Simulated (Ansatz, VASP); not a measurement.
# Two plane-wave programs on ZrB2

INCAR

```
PREC     = Accurate       # precision mode
ENCUT    = 520            # plane-wave cutoff, eV
EDIFF    = 1E-8           # SCF threshold, eV
ISMEAR   = 0              # smearing method
SIGMA    = 0.05           # smearing width, eV
LREAL    = F              # projectors in reciprocal space
LASPH    = T              # aspherical terms in the spheres
NELM     = 60             # most SCF steps
ALGO     = Normal         # electronic algorithm
ISIF     = 2              # what is computed and relaxed
LWAVE    = F              # write WAVECAR
LCHARG   = F              # write CHGCAR
GGA      = PE             # functional
LEFG     = T            
NBANDS   = 16             # bands
```

Contents of KPOINTS:

```
Automatic mesh
0
Gamma
  14 14 12
```

Contents of POSCAR:

```
ZrB2
1.0
    3.1700000000      0.0000000000      0.0000000000
   -1.5850000000      2.7453005300      0.0000000000
    0.0000000000      0.0000000000      3.5330000000
Zr B
1 2
Direct
    0.0000000000      0.0000000000      0.0000000000
    0.3333333333      0.6666666667      0.5000000000
    0.6666666667      0.3333333333      0.5000000000
```

Input for Ansatz:

```yaml
crystal:
  lattice:
    - [3.17, 0.0, 0.0]
    - [-1.585, 2.74530053, 0.0]
    - [0.0, 0.0, 3.533]
  atoms:
    - { symbol: Zr, position: [0.0, 0.0, 0.0] }
    - { symbol: B, position: [0.3333333333, 0.6666666667, 0.5] }
    - { symbol: B, position: [0.6666666667, 0.3333333333, 0.5] }
basis:
  ecutwfc: 420
  ecutrho_ratio: 4
kpoints:
  mp_grid: { grid: [14, 14, 12] }
hamiltonian:
  xc: pbe
  pseudopotentials: { kind: paw, frozen_core: stored }
scf:
  occupations: { method: gaussian, width: 0.05 }
output:
  forces: true
  stress: true
  eigenvalues: true
  populations: true
  efg:
    contact_densities: true
    quadrupole_moments_barn: { Zr: -0.176, B: 0.04059 }
```

Alike in both runs: task electric field gradients; functional PBE; k mesh 14 × 14 × 12; occupations gaussian, width 0.05 eV; no spin polarisation.

|  | VASP | Ansatz |
| --- | --- | --- |
| version | VASP 6.6.1 | Ansatz 0.2.0 |
| potentials or method | VASP PAW PBE potentials, release 64 (Zr_sv, B) | scalar-relativistic, plane waves, PAW |
| plane-wave cutoff (eV) | 520 | 420 |
| valence electrons in the cell | 18 | 18 |

Ansatz gave:

```
gap on the k mesh at the Fermi level (eV)                      : none
pressure (GPa)                                                 : 0.8
largest component of the traceless stress (GPa)                : 0.45
Vzz of the field gradient on the site that differs most (V/Å²) : 42.9
```

Q: Estimate VASP's values.

A: gap on the k mesh at the Fermi level (eV): none; pressure (GPa): 0.9; largest component of the traceless stress (GPa): 0.49; Vzz of the field gradient on the site that differs most (V/Å²): 41.7.

A gap of «none» marks a metal or a gap that the smearing closes. With one functional, cell and mesh, what is left measures potentials, basis and numerics. Ansatz warned: «gradients_without_spin_orbit».
